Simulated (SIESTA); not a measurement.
Runs of SIESTA 5.4.2 on Pb. Symmetry: Fm-3m, No. 225, cubic system. The conventional cell has a = 4.950 Å, b = 4.950 Å, c = 4.950 Å, α = 90.00°, β = 90.00°, γ = 90.00°. Pb (site symmetry m-3m) has 12 Pb at 3.50 Å as nearest neighbours. 

```tsv
task	level	potentials or basis	cell	optimiser	force tolerance	energy shift	gap on the mesh (eV)	pressure (GPa)	relaxed volume (Å³/atom)
band structure	LDA	PseudoDojo 0.4 standard (LDA files), DZP (energy shift 0.002 Ry)	as given	-	-	0.002 Ry	none	(a)	-
band structure	PBEGcGxHEG	PseudoDojo 0.4 standard (PBE files), DZP (energy shift 0.002 Ry)	as given	-	-	0.002 Ry	none	-1.4	-
band structure	vdW-DF-cx	PseudoDojo 0.4 standard (PBE files), DZP (energy shift 0.002 Ry)	as given	-	-	0.002 Ry	none	(b)	-
relaxation of cell and atoms	PBE	PseudoDojo 0.4 standard (PBE files), TZP (energy shift 0.002 Ry)	relaxed	CG	0.04 eV/Å	0.002 Ry	none	0.0	32.24
band structure	PBE	PseudoDojo 0.4 standard (PBE files), DZP (energy shift 0.002 Ry)	as given	-	-	0.002 Ry	none	2.7	-
band structure	VV10	PseudoDojo 0.4 standard (PBE files), DZP (energy shift 0.002 Ry)	as given	-	-	0.002 Ry	none	3.5	-
single point	PBEsol	PseudoDojo 0.4 standard (PBEsol files), DZP (energy shift 0.003 Ry; two zetas on semicore shells)	as given	-	-	0.003 Ry	none	0.0	-
relaxation of cell and atoms	PBE	PseudoDojo 0.4 standard (PBE files), DZP (energy shift 0.002 Ry)	relaxed	-	0.04 eV/Å	0.002 Ry	none	0.0	32.18
```

Alike in all rows: no spin polarisation; k mesh 9 × 9 × 9; smearing fermi-dirac 0.05 eV; grid cutoff 500 Ry.

Question: Estimate the missing entries.

Answer: (a) -1.7; (b) 0.3.

Caveats: the basis of atomic orbitals isn't converged, which shifts pressures, moduli and gaps; semicore shells carry a single zeta, which can move pressures by several GPa and volumes by a few percent (some runs); the potentials were made for another functional, which shifts forces and pressure (some runs); the non-local part is tabulated coarsely and may be off by about a percent (some runs).

A k mesh can miss the band edges, and the runs leave out spin-orbit coupling on Pb.

A gap of «none» marks a metal or a gap under the smearing width.

Not every run made on this cell is shown here.
